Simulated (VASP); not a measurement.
# VASP 6.6.1 run: CdTe

INCAR

```
NELM = 97
ISMEAR = -1
LREAL = .FALSE.
SIGMA = 0.02
LASPH = .TRUE.
NBANDS = 16
NELECT = 18.5
LCHARG = .FALSE.
LWAVE = .FALSE.
ISIF = 2
EDIFF = 1E-7
IBRION = -1
NSW = 0
LMAXMIX = 6
PREC = Accurate
GGA = PE
ENCUT = 200
```

KPOINTS

```
KPOINTS created by Atomic Simulation Environment
0
Gamma
6 6 6
0 0 0
```

POSCAR

```
Cd Te
 1.0000000000000000
     0.0000000000000000    3.2799551176437878    3.2799551176437878
     3.2799551176437878    0.0000000000000000    3.2799551176437878
     3.2799551176437878    3.2799551176437878    0.0000000000000000
 Cd  Te
   1   1
Cartesian
  0.0000000000000000  0.0000000000000000  0.0000000000000000
  1.6399775588218934  1.6399775588218934  1.6399775588218934
```

The recommended PBE PAW datasets give the neutral cell 18 valence electrons.

Command

```
mpirun -np 1 vasp_std
```

OSZICAR

```
N       E                     dE             d eps       ncg     rms          rms(c)
DAV:   1     0.435547959175E+02    0.43555E+02   -0.54211E+03   584   0.453E+02
DAV:   2    -0.152143350127E+01   -0.45076E+02   -0.43888E+02   656   0.131E+02
DAV:   3    -0.244886200709E+01   -0.92743E+00   -0.92637E+00   608   0.176E+01
DAV:   4    -0.245839585344E+01   -0.95338E-02   -0.95334E-02   656   0.164E+00
DAV:   5    -0.245857668304E+01   -0.18083E-03   -0.18083E-03   656   0.176E-01    0.993E+00
DAV:   6    -0.201901126095E+01    0.43957E+00   -0.10802E+00   568   0.102E+01    0.573E+00
DAV:   7    -0.201793344078E+01    0.10778E-02   -0.21654E-01   584   0.359E+00    0.125E+00
DAV:   8    -0.201901473859E+01   -0.10813E-02   -0.13750E-02   552   0.104E+00    0.751E-01
DAV:   9    -0.202035215232E+01   -0.13374E-02   -0.19415E-03   592   0.280E-01    0.118E-01
DAV:  10    -0.202033633294E+01    0.15819E-04   -0.51474E-05   624   0.566E-02    0.460E-02
DAV:  11    -0.202036632833E+01   -0.29995E-04   -0.50655E-05   576   0.376E-02    0.717E-03
DAV:  12    -0.202037429355E+01   -0.79652E-05   -0.89232E-06   576   0.134E-02    0.534E-03
DAV:  13    -0.202037421347E+01    0.80080E-07   -0.90990E-07   624   0.491E-03
   1 F= -.20203742E+01 E0= -.20182100E+01  d E =-.432833E-02
```

From OUTCAR

```
k-points           NKPTS =     16   k-points in BZ     NKDIM =     16   number of bands    NBANDS=     16

   NELECT =      18.5000    total number of electrons

   dimension x,y,z NGX =    24 NGY =   24 NGZ =   24
   dimension x,y,z NGXF=    48 NGYF=   48 NGZF=   48

  energy-cutoff  :      200.00
  volume of cell :       70.57
      direct lattice vectors                 reciprocal lattice vectors
     0.000000000  3.279955118  3.279955118    -0.152441110  0.152441110  0.152441110
     3.279955118  0.000000000  3.279955118     0.152441110 -0.152441110  0.152441110
     3.279955118  3.279955118  0.000000000     0.152441110  0.152441110 -0.152441110

 k-points in reciprocal lattice and weights: KPOINTS created by Atomic Simulation Env
   0.00000000  0.00000000  0.00000000       0.005
   0.16666667  0.00000000  0.00000000       0.037
   0.33333333  0.00000000  0.00000000       0.037
   0.50000000  0.00000000  0.00000000       0.019
   0.16666667  0.16666667  0.00000000       0.028
   0.33333333  0.16666667  0.00000000       0.111
   0.50000000  0.16666667  0.00000000       0.111
  -0.33333333  0.16666667  0.00000000       0.111
   ...

 E-fermi :   4.5742

 k-point     1 :       0.0000    0.0000    0.0000
  band No.  band energies     occupation
      1      -8.9809      2.00000
      2      -6.5013      2.00000
      3      -6.5013      2.00000
      4      -6.5013      2.00000
      5      -6.2487      2.00000
      6      -6.2487      2.00000
      7       1.9862      2.00000
      8       1.9862      2.00000
      9       1.9862      2.00000
     10       2.5260      2.00000
     11       6.5162      0.00000
     12       6.5162      0.00000
     13       6.5162      0.00000
     14       9.0392      0.00000
     15      11.2284      0.00000
     16      11.2284      0.00000

 k-point     2 :       0.1667    0.0000    0.0000
  band No.  band energies     occupation
      1      -8.8919      2.00000
      2      -6.4714      2.00000
      3      -6.4714      2.00000
      4      -6.4287      2.00000
      5      -6.2778      2.00000
      6      -6.2778      2.00000
      7       0.2413      2.00000
      8       1.7724      2.00000
      9       1.7724      2.00000
     10       3.6652      2.00000
     11       6.5376      0.00000
     12       6.8413      0.00000
     13       6.8413      0.00000
     14      10.0638      0.00000
     15      10.2859      0.00000
     16      10.2859      0.00000

 k-point     3 :       0.3333    0.0000    0.0000
  band No.  band energies     occupation
      1      -8.7165      2.00000
      2      -6.4472      2.00000
      3      -6.4472      2.00000
      4      -6.2429      2.00000
      5      -6.2429      2.00000
      6      -6.1119      2.00000
      7      -1.5167      2.00000
      8       1.4101      2.00000
      9       1.4101      2.00000
     10       3.7479      2.00000
     11       7.1007      0.00000
     12       7.1007      0.00000
     13       7.9539      0.00000
     14       9.6967      0.00000
     15      10.6931      0.00000
     16      10.6931      0.00000

 ...

  Total       -9.7793379     -9.7793379     -9.7793379      0.0000000      0.0000000      0.0000000
  in kB     -222.0170539   -222.0170539   -222.0170539      0.0000000      0.0000000      0.0000000
  external PRESSURE =    -222.0170539 kB  Pullay stress =       0.0000000 kB

 POSITION                                       TOTAL-FORCE (eV/Angst)
 -----------------------------------------------------------------------------------
      0.00000      0.00000      0.00000         0.000000      0.000000      0.000000
      1.63998      1.63998      1.63998        -0.000000     -0.000000     -0.000000
 -----------------------------------------------------------------------------------
    total drift:                               -0.000006     -0.000006     -0.000005

  FREE ENERGIE OF THE ION-ELECTRON SYSTEM (eV)
  ---------------------------------------------------
  free  energy   TOTEN  =        -2.0203742135 eV

  energy  without entropy=       -2.0160458847  energy(sigma->0) =       -2.01821005
```

It converged. Results: pressure -22.2 GPa.

The cell is charged and sits in a uniform background.

For comparison, a separate PBE run of the intended cell, on usual settings and not on those above, gives a gap of 0.66 eV on its mesh and a pressure of 1.1 GPa.

The run above took about 3.2 s on one core of a shared host (Intel Xeon 6975P-C) and held 0.13 GiB at most.
